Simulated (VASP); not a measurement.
Pb under changes of volume

One of the cells (30.057 Å³/atom); the others are scaled copies at fixed shape and fractional positions:

```xyz
1
Lattice="-1.9587 1.9587 1.9587 1.9587 -1.9587 1.9587 1.9587 1.9587 -1.9587" Properties=species:S:1:pos:R:3 pbc="T T T"
Pb    0.0000    0.0000    0.0000
```

This isn't the form of Pb at room conditions, which is fcc.

| Quantity | Value |
| --- | --- |
| Program | VASP 6.6.1 |
| Functional | PBEsol |
| Potentials or basis | VASP PAW PBE potentials, release 64 (Pb_d) |
| Cutoff | 520 eV |
| k mesh | 8 × 8 × 8 |
| Occupations | fermi-dirac, width 0.05 eV |
| Spin | no spin polarisation |

```tsv
volume (Å³/atom)	energy over the lowest point (meV/atom)	pressure (GPa)
28.854	7.93	2.1
29.455	1.92	1.0
30.057	0.00	-0.1
30.658	?	?
31.259	6.87	-1.8
```

What does the run at 30.658 Å³/atom give?

Energy over the lowest point 1.79 meV/atom; pressure -1.0 GPa.

Worked out: A Birch-Murnaghan fit of order 2 (a polynomial in V^(-2/3)) to the other rows has its minimum at 30.06 Å³/atom with B0 = V·E''(V) = 49 GPa. It gives 1.76 meV/atom at 30.658 Å³/atom, against the run's 1.79, and -dE/dV = -0.9 GPa, against -1.0.

Energies are extrapolated to zero smearing.

Caveats: the PAW data sets were made with another functional, which shifts forces and pressure a little.
